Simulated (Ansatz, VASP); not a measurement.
**Mg: VASP beside Ansatz**

```xyz
1
Lattice="0.0000 2.2139 2.2139 2.2139 0.0000 2.2139 2.2139 2.2139 0.0000" Properties=species:S:1:pos:R:3 pbc="T T T"
Mg    0.0000    0.0000    0.0000
```

Change from the starting cell: volume scaled by 0.96.

Alike in both runs: task single point; functional PBE; k mesh 10 × 10 × 10; occupations fermi-dirac, width 0.05 eV; no spin polarisation.

|  | VASP | Ansatz |
| --- | --- | --- |
| version | VASP 6.6.1 | Ansatz 0.2.0 |
| potentials or method | VASP PAW PBE potentials, release 64 (Mg) | Ansatz PAW |
| plane-wave cutoff (eV) | 520 | 420 |
| valence electrons in the cell | 2 | 10 |

```csv
,VASP,Ansatz,Ansatz less VASP
gap on the k mesh at the Fermi level (eV),none,none,-
pressure (GPa),2.4,2.5,+0.12
```

A gap of «none» marks a metal or a gap that the smearing closes. With one functional, cell and mesh, what is left measures potentials, basis and numerics. The two sets of potentials don't hold the same shells in valence.
